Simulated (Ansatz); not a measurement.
A (111) slab of HfO₂ (Fm-3m (No. 225)), 12 planes, outer planes O (top) and O (bottom), with 12 atoms (Hf4O8) in a surface cell of A = 11.079 Å², as cut from the bulk:

```
CELL_PARAMETERS angstrom
3.57677 0.00000 0.00000
-1.78839 3.09758 0.00000
0.00000 0.00000 25.22148
ATOMIC_POSITIONS crystal
O 0.00000 0.00000 0.29737
Hf 0.66667 0.33333 0.32631
O 0.33333 0.66667 0.35526
O 0.66667 0.33333 0.41316
Hf 0.33333 0.66667 0.44210
O 0.00000 0.00000 0.47105
O 0.33333 0.66667 0.52895
Hf 0.00000 0.00000 0.55790
O 0.66667 0.33333 0.58684
O 0.00000 0.00000 0.64474
Hf 0.66667 0.33333 0.67369
O 0.33333 0.66667 0.70263
```

Computed with Ansatz, DFT r2SCAN, scalar-relativistic, plane waves, PAW. Cutoff 500 eV; k points 9×9×1 on the computed 12-atom cell (Γ-centred); Gaussian smearing, width 0.05 eV; no spin polarisation. The cell repeats along c with a dipole correction in the vacuum.

Against the same 12 atoms in the bulk, the slab as cut lies 1.593 eV higher and the relaxed slab 1.515 eV higher.

Task: Work out the surface energy before and after relaxation.

Result: The slab has two faces, so γ = (E_slab − N·E_bulk)/(2A), the mean of both. As cut: 1.593/(2 × 11.079) = 0.0719 eV/Å², and 1 eV/Å² = 16.02 J/m², so γ = 1.15 J/m². Relaxed: 1.515/(2 × 11.079) = 0.0684 eV/Å² = 1.10 J/m². Relaxation recovers 5 % of the cost of cutting.

Task: What is the ideal work of this cut, per area?

Result: Griffith's ideal work is 2γ: 2.30 J/m² if the new faces stay rigid, 2.19 J/m² if they relax. Other cuts parallel to this plane can cost less. One thickness was run, 12 planes, so γ can still shift with it.

The reference crystal is the fluorite-type form of HfO2, which isn't its usual structure.